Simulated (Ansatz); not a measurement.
Crystal: TePt.

```xyz
2
Lattice="0.0000 2.8730 2.8730 2.8730 0.0000 2.8730 2.8730 2.8730 0.0000" Properties=species:S:1:pos:R:3 pbc="T T T"
Te    4.3095    4.3095    4.3095
Pt    0.0000    0.0000    0.0000
```

The cell was built by a generator and needn't be a form met in nature.

- Program: Ansatz 0.2.0
- Task: relaxation of cell and atoms
- Functional: HF
- Potentials or basis: Ansatz PAW
- Cutoff: 420 eV (not typed: the program's choice for these potentials)
- k mesh: 4 × 4 × 4
- Occupations: fermi-dirac, width 0.05 eV
- Spin: no spin polarisation

At the start: volume 23.71 Å³/atom.

Q: How do energy, volume and symmetry change on relaxing?

A: It ends after 5 steps and the volume is 27.17 Å³/atom (+14.6 %); space group F-43m (No. 216, to 0.05 Å).

The path:
```
step  energy change (eV)  largest force (eV/Å)  volume (Å³)
   1              0.0000                0.0000        47.43
   2             -0.3354                0.0000        54.71
   3             -0.3362                0.0000        54.44
   4             -0.3363                0.0000        54.35
   5             -0.3407                0.0000        54.35
```

Final structure:
```yaml
crystal:
  lattice:
    - [0.00000, 3.00643, 3.00643]
    - [3.00643, 0.00000, 3.00643]
    - [3.00643, 3.00643, 0.00000]
  atoms:
    - { symbol: Te, position: [0.75000, 0.75000, 0.75000] }
    - { symbol: Pt, position: [0.00000, 0.00000, 0.00000] }
```

Caveat: the k mesh is coarse (spacing up to 0.47 Å⁻¹), so the values aren't converged, least of all with exact exchange; the plane-wave basis is chosen anew once the cell has moved, so the energies of steps on either side of that aren't comparable; the PAW data sets come from PBE, with cores solved anew for the run's functional, which leaves a small shift of forces and pressure.
